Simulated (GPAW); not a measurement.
Runs of GPAW 26.7.0 on InAs. It takes space group F-43m (No. 216, cubic). Conventional cell: a = 6.036 Å, b = 6.036 Å, c = 6.036 Å, α = 90.00°, β = 90.00°, γ = 90.00°. Around In (site symmetry -43m) lie 4 As at 2.61 Å. As (site symmetry -43m) has 4 In at 2.61 Å as nearest neighbours. 

| task | level | potentials or basis | spin | cell | k mesh | cutoff (eV) | maxiter | optimizer | fmax | max steps | convergence | gap on the mesh (eV) | pressure (GPa) | relaxed volume (Å³/atom) |
| --- | --- | --- | --- | --- | --- | --- | --- | --- | --- | --- | --- | --- | --- | --- |
| relaxation of cell and atoms | PBEsol | PAW data sets generated in the run's folder for this functional, pw | off | relaxed | 8 × 8 × 8 | 600 | 150 | LBFGS | 0.02 eV/Å | 40 | density=1e-05 forces=0.0001 | none | 0.0 | 28.08 |
| band structure | LDA | the program's PAW data sets (release 1.2.1) made for this functional, pw | off | as given | 8 × 8 × 8 | 600 | 150 | - | - | - | - | - | -0.5 | - |
| single point | PBEsol | PAW data sets generated in the run's folder for this functional, pw | off | as given | 6 × 6 × 6 | 450 | 80 | - | - | - | - | none | (b) | - |
| relaxation of cell and atoms | LDA | the program's PAW data sets (release 1.2.1) made for this functional, pw | off | relaxed | 8 × 8 × 8 | 600 | 150 | BFGS | 0.02 eV/Å | 40 | density=1e-05 forces=0.0001 | none | 0.0 | 27.25 |
| relaxation of cell and atoms | revPBE | the program's PAW data sets (release 1.2.1) made for this functional, pw | off | relaxed | 8 × 8 × 8 | 600 | 150 | BFGS | 0.02 eV/Å | 60 | density=1e-05 forces=0.0001 | none | 0.0 | 30.15 |
| band structure | PBEsol | PAW data sets generated in the run's folder for this functional, pw | SOC, no magnetisation | as given | 6 × 6 × 6 | 600 | 150 | - | - | - | - | - | 1.4 | - |
| band structure | PBEsol | PAW data sets generated in the run's folder for this functional, pw | off | as given | 8 × 8 × 8 | 600 | 150 | - | - | - | - | - | 1.3 | - |
| band structure | BLYP | PAW data sets generated in the run's folder for this functional, pw | off | as given | 8 × 8 × 8 | 600 | 150 | - | - | - | - | - | (a) | - |
| relaxation of cell and atoms | RPBE | the program's PAW data sets (release 1.2.1) made for this functional, pw | off | relaxed to 1 GPa | 8 × 8 × 8 | 600 | 150 | FIRE | 0.05 eV/Å | 100 | density=1e-05 forces=0.0001 | none | 0.9 | - |
| band structure | revPBE | the program's PAW data sets (release 1.2.1) made for this functional, pw | off | as given | 8 × 8 × 8 | 600 | 150 | - | - | - | - | - | (c) | - |
| band structure | RPBE | the program's PAW data sets (release 1.2.1) made for this functional, pw | off | as given | 8 × 8 × 8 | 600 | 150 | - | - | - | - | - | 5.8 | - |

Alike in all rows: smearing fermi-dirac 0.05 eV.

**Question.** Fill in the values left out.

**Answer.** (a) 7.2; (b) 0.4; (c) 5.3.

Caveats: this crystal is a semiconductor, whose small gap the functional closes, so the metal is an error of the method; spin-orbit coupling is left out, which moves the levels of the heavy elements (some runs); later steps reuse the first step's grids (some runs); the cutoff is short for stress and forces, so pressures can be off by a GPa or more (some runs); spin-orbit coupling was added after a scalar SCF, so levels and gaps hold it while energy, forces, pressure and moments don't (some runs); this program's spin-orbit splittings come out too wide for heavy elements (some runs).

A k mesh can miss the band edges, and rows without SOC leave out spin-orbit coupling on As, In.

A gap of «none» marks a metal or a gap under the smearing width.

Runs at the PBE level aren't shown here.
